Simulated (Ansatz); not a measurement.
# MoS₂: a line through a two-coordinate scan, part 2 of 2

One line of a two-coordinate grid on MoS2 (P6_3/mmc, No. 194; 6 atoms in the cell): volume per atom is varied, at c/a of the conventional cell = 4.463.

Ansatz 0.2.0; DFT PBEsol, scalar-relativistic, plane waves, PAW. Earlier steps stand in the parts before.

## 11. The run at (19.63 Å³, 4.463)

input.yaml reads:

```yaml
crystal:
  lattice:
    - [3.1233623599, 0.0, 0.0]
    - [-1.56168118, 2.7049111489, 0.0]
    - [0.0, 0.0, 13.9389415399]
  atoms:
    - { symbol: Mo, position: [0.3333333333, 0.6666666667, 0.25] }
    - { symbol: Mo, position: [0.6666666667, 0.3333333333, 0.75] }
    - { symbol: S, position: [0.3333333333, 0.6666666667, 0.6259932117] }
    - { symbol: S, position: [0.6666666667, 0.3333333333, 0.1259932117] }
    - { symbol: S, position: [0.3333333333, 0.6666666667, 0.8740067883] }
    - { symbol: S, position: [0.6666666667, 0.3333333333, 0.3740067883] }
basis:
  ecutwfc: 420
kpoints:
  mp_grid: { grid: [12, 12, 4] }
hamiltonian:
  xc: pbesol
scf:
  occupations: { method: cold, width: 0.2 }
output:
  forces: true
  stress: true
  eigenvalues: true
```

Command:

```console
> ansatz run input.yaml --threads 2 --pin off --max-ram 4096MiB --backend cpu --events-out ev --progress --plain --runs-dir out
```

The log of the run (excerpt; [...] marks lines left out):

```text
[...]
SCF converged after 10 iterations
Stability not checked: this state was not tested for a lower state beside it, because cold or Methfessel-Paxton smearing, or corrected tetrahedra, fill the levels in a way that the test cannot read (fill_not_monotonic; see scf.lower_state_search)
Free energy (F): -13339.417313 eV
F+E_penalty+E_count: -13339.417313 eV  (lagrangian_ev)
[...]
E sigma→0 (E₀):  -13339.417313 eV
Entropy (-TS):   0.000000 eV (0.000 meV/atom)
Fermi energy:    9.423251 eV
Smearing:        width narrowed from 0.2000 eV (input) to 0.1420 eV after iteration 8, whose occupations did not sum to the number of electrons (Fermi level in a gap)
Step filling:    the computed levels leave a gap of 0.9782 eV = 6.9 smearing widths at the electron count; against every level under it full and every level over it empty, smearing changes F+E_penalty+E_count by +5.01e-8 meV and its σ→0 estimate by -3.44e-6 meV
[...]
--- Forces (eV/Å), atoms counted from 1 ---
  atom   1  Mo    -0.00000000     0.00000000     0.00000000
  atom   2  Mo     0.00000000    -0.00000000     0.00000000
  atom   3  S     -0.00000000    -0.00000000     2.52515508
  atom   4  S     -0.00000000     0.00000000     2.52515508
  atom   5  S     -0.00000000    -0.00000000    -2.52515508
  atom   6  S     -0.00000000     0.00000000    -2.52515508
[...]
--- Stress (GPa, compression-positive) ---
       -5.895953      -0.000000      -0.000000
       -0.000000      -5.895953      -0.000000
       -0.000000      -0.000000     -24.405137
  P = ⅓ Tr σ = -12.0657 GPa (-120.657 kbar)
--- Band table (eV; the first three rows and the last of 57) ---
[...]
```

Run time: 4.8 s. Hardware: 2 threads of AMD EPYC 7R43 (Zen 3), shared host; peak memory 0.52 GiB.

On the map this point reads 154 meV/atom.

## 12. The run at (20.06 Å³, 4.463)

input.yaml, as its differences from that of step 11:

```diff
@@ -2,5 +2,5 @@
   lattice:
-    - [3.1233623599, 0.0, 0.0]
-    - [-1.56168118, 2.7049111489, 0.0]
-    - [0.0, 0.0, 13.9389415399]
+    - [3.1460072776, 0.0, 0.0]
+    - [-1.5730036388, 2.7245222228, 0.0]
+    - [0.0, 0.0, 14.0400012783]
   atoms:
```

Command:

```console
> ansatz run input.yaml --threads 2 --pin off --max-ram 4096MiB --backend cpu --events-out ev --progress --plain --runs-dir out
```

The log of the run (excerpt; [...] marks lines left out):

```text
Warning: RAYON_NUM_THREADS=2 ignored (pool sized by the plan → 2); use --threads N
[...]
Pseudopotentials: kind: paw
Pseudopotential: Mo, paw, valence charge 14, recommended cutoff 420 eV (normal), Mo.paw.azcp
Pseudopotential: S, paw, valence charge 6, recommended cutoff 420 eV (normal), S.paw.azcp
Functional definition: PBEsol
[...]
Crystal: 6 atoms, lattice volume = 120.342 Å³
Basis set: ecut = 420 eV, 2339 PW (Γ), exchange–correlation on 48×48×192 points (8 copies of the dense FFT grid, shifted against one another)
Bands: 32, of which v1, the nominal top of the filled ones, is band 26 counted from 1 (25 counted from 0)
Symmetry: 24 space group operations
Space group: P63/mmc (ITA 194), of the structure as read, at distance tolerance 4.9e-5 Å
k-points: 57 of 576
[...]
SCF iter   1: F=—  HF=-13339.203338 eV  |F-HF|=—  |Δ(HF+E_count)|=         —  Δρ=6.42e-3  dr2=3.78e-2  ethr=1.77e-3  ⟨swp⟩=5.3  Hψ=7180  notcnv=0
[...]
Smearing:        width narrowed from 0.2000 eV (input) to 0.1390 eV after iteration 8, whose occupations did not sum to the number of electrons (Fermi level in a gap)
Step filling:    the computed levels leave a gap of 0.9629 eV = 6.9 smearing widths at the electron count; against every level under it full and every level over it empty, smearing changes F+E_penalty+E_count by +4.15e-8 meV and its σ→0 estimate by -2.99e-6 meV
[...]
--- Forces (eV/Å), atoms counted from 1 ---
  atom   1  Mo    -0.00000000     0.00000000    -0.00000000
  atom   2  Mo     0.00000000     0.00000000     0.00000000
  atom   3  S     -0.00000000    -0.00000000     2.75210764
  atom   4  S     -0.00000000     0.00000000     2.75210764
  atom   5  S      0.00000000    -0.00000000    -2.75210764
  atom   6  S      0.00000000     0.00000000    -2.75210764
[...]
--- Stress (GPa, compression-positive) ---
       -8.012652       0.000000       0.000000
       -0.000000      -8.012652       0.000000
        0.000000       0.000000     -26.175840
  P = ⅓ Tr σ = -14.0670 GPa (-140.670 kbar)
--- Band table (eV; the first three rows and the last of 57) ---
[...]
```

It took 5.8 s on 2 threads of AMD EPYC 7R43 (Zen 3), shared host; peak memory 0.5 GiB.

That is 189 meV/atom from the zero.

## 13. What came out

What follows sums up all 2 parts.

```
volume per atom (Å³)  step  energy (meV/atom)  slope (meV/atom per Å³)  pressure (GPa)  band gap on the k-mesh (eV)  largest force on an atom (eV/Å)
               15.76     3                222                     −154            24.7                        1.151                             0.96
               16.19     4                164                     −114            18.2                        1.127                             0.40
               16.62     5                123                      −78            12.5                        1.104                             0.10
               17.05     6                 97                      −47             7.5                        1.083                             0.56
               17.48     7                 83                      −19             3.1                        1.064                             0.98
               17.91     8                 80                        5            −0.8                        1.045                             1.35
               18.34     9                 86                       26            −4.2                        1.027                             1.69
               18.77     –                102                       45            −7.2                        1.010                             2.00
               19.20    10                125                       61            −9.8                        0.994                             2.27
               19.63    11                154                       75           −12.1                        0.978                             2.52
               20.06    12                189                       88           −14.1                        0.963                             2.75
```

Energies count from the relaxed crystal. Rows without a step come from runs not printed here or follow by symmetry. Slopes come from the forces (and the stress, where the cell changes), not from differences of energies.

In words: The lowest point of the line is at 17.91 Å³, 80 meV/atom from the zero. Energies and slopes round the minimum, fitted together, put the minimum at 17.815 Å³, with a curvature of about 54 meV/atom per (Å³)². V·d²E/dV² there is about 150 GPa, a bulk modulus under this line's constraint. The highest point computed, at 15.76 Å³, lies 142 meV/atom above the lowest. This is one cut through a surface in two coordinates; the map's lowest point lies off it. A rigid map gives upper bounds: relaxing the other coordinates can only lower a point. The gap on the mesh closes on part of the grid.

These are semilocal Kohn-Sham gaps, which aren't the measured quantity. Such gaps usually fall short of the measured ones.
